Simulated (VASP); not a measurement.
BaTiO3:

```
Ba Ti O
1.0
     3.99980    0.00000    0.00000
     0.00000    3.99980    0.00000
     0.00000    0.00000    4.01800
Ba Ti O
1 1 3
Direct
  0.00000 0.00000 0.00000
  0.50000 0.50000 0.49000
  0.50000 0.50000 0.01900
  0.50000 0.00000 0.51700
  0.00000 0.50000 0.51700
```

```yaml
Program: VASP 6.6.1
Task: relaxation of cell and atoms
Functional: LDA
Potentials_or_basis: VASP PAW LDA potentials, release 64 (Ba_sv, Ti_sv, O)
Cutoff: 600 eV
k_mesh: 8 × 8 × 8
Occupations: gaussian, width 0.03 eV
Spin: no spin polarisation
```

At the start: pressure -6.7 GPa; volume 12.86 Å³/atom.

Question: How do energy, volume and symmetry change on relaxing?

Answer: Over 10 steps the energy falls by 11.0 meV/atom and the volume is 12.39 Å³/atom (-3.6 %); space group P4mm (No. 99, to 0.05 Å).

The path:
| step | energy change (eV) | largest force (eV/Å) | pressure (GPa) | volume (Å³) |
| --- | --- | --- | --- | --- |
| 1 | 0.0000 | 0.3674 | -6.70 | 64.28 |
| 2 | 0.0180 | 0.4622 | 9.10 | 59.41 |
| 3 | -0.0532 | 0.0662 | 0.00 | 61.95 |
| 4 | -0.0532 | 0.0649 | 0.09 | 61.90 |
| 5 | -0.0544 | 0.0412 | 0.12 | 61.91 |
| 6 | -0.0546 | 0.0365 | 0.13 | 61.91 |
| 7 | -0.0547 | 0.0190 | -0.08 | 61.99 |
| 8 | -0.0547 | 0.0175 | -0.13 | 62.01 |
| 9 | -0.0548 | 0.0164 | 0.09 | 61.95 |
| 10 | -0.0548 | 0.0057 | 0.03 | 61.97 |

Final structure:
```
Ba Ti O
1.0
     3.94178    0.00000    0.00000
     0.00000    3.94178    0.00000
     0.00000    0.00000    3.98863
Ba Ti O
1 1 3
Direct
  0.00000 0.00000 0.00189
  0.50000 0.50000 0.48937
  0.50000 0.50000 0.02221
  0.50000 0.00000 0.51477
  0.00000 0.50000 0.51477
```
